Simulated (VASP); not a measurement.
# Results of a VASP single-point calculation on HgTe (strained zincblende)

POSCAR

```
Hg Te
 1.0000000000000000
     0.0000000000000000    3.2233747286000001    3.2233747286000001
     3.2233747286000001    0.0000000000000000    3.2233747286000001
     3.2233747286000001    3.2233747286000001    0.0000000000000000
 Hg  Te
   1   1
Cartesian
  0.0000000000000000  0.0000000000000000  0.0000000000000000
  1.6116873642999998  1.6116873642999998  1.6116873642999998
```

```yaml
gap_between_bands_v_and_c: 0.00 eV
least_direct_gap: 0.00 eV
```

Band v is the last that the valence electrons fill when counted band by band, and c is the next. Levels in eV from the top of v:

```
point    v−1      v     c   c+1
    Γ   0.00   0.00  0.00  4.21
    X  -2.31  -2.31  1.89  2.46
    K  -2.96  -1.92  2.24  4.02
    L  -1.00  -1.00  0.70  5.02
    W  -2.71  -2.59  3.14  4.63
```

Which of these levels of theory gave these results?
A. r²SCAN
B. PBE with spin–orbit coupling
C. HSE06
D. LDA
E. PBE0
F. PBEsol
G. PBE

G.

The INCAR was:

```
SIGMA = 0.02
EDIFF = 1E-7
LCHARG = .FALSE.
ISMEAR = -1
LWAVE = .FALSE.
ENCUT = 520
LASPH = .TRUE.
ISIF = 2
GGA = PE
IBRION = -1
NSW = 0
PREC = Accurate
NBANDS = 16
LREAL = .FALSE.
NELM = 120
```
